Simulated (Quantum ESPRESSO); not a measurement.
Crystal: CuCl2.

```xyz
3
Lattice="4.5206 0.0000 0.0000 0.0000 4.5206 0.0000 0.0000 0.0000 4.3177" Properties=species:S:1:pos:R:3 pbc="T T T"
Cu    0.0000    0.0000    0.0000
Cl    0.0000    2.2603    0.0000
Cl    2.2603    0.0000    0.0000
```

Measurements of this composition are mostly on another form, of space group No. 12.

Base run:

* Program: Quantum ESPRESSO 7.5
* Functional: LDA
* Potentials or basis: GBRV 1.5 LDA
* Cutoff: 762 eV
* Density cutoff: 6095 eV
* k mesh: 6 × 6 × 6
* Occupations: fermi-dirac, width 0.05 eV
* Spin: no spin polarisation

Its results: band gap on the k mesh none (metal or under the smearing width); pressure -3.3 GPa.

Q: The run is repeated on the same cell with these changes: functional from LDA to PBEsol; potentials or basis from GBRV 1.5 LDA to GBRV 1.5 PBEsol. What comes out?

A: Band gap on the k mesh none (metal or under the smearing width); pressure -1.7 GPa.

Caveats: an odd number of electrons without spin polarisation forces a metal; a magnetic or distorted state may lie lower; the run has no spin polarisation, though such a crystal can be magnetic; semilocal functionals often make such compounds metallic where correlation or magnetic order opens a gap, which also shifts bond lengths; some levels on the path didn't converge (some runs); this functional lacks dispersion, which binds the layers, so the pressure and a relaxed spacing across them are unreliable (some runs).
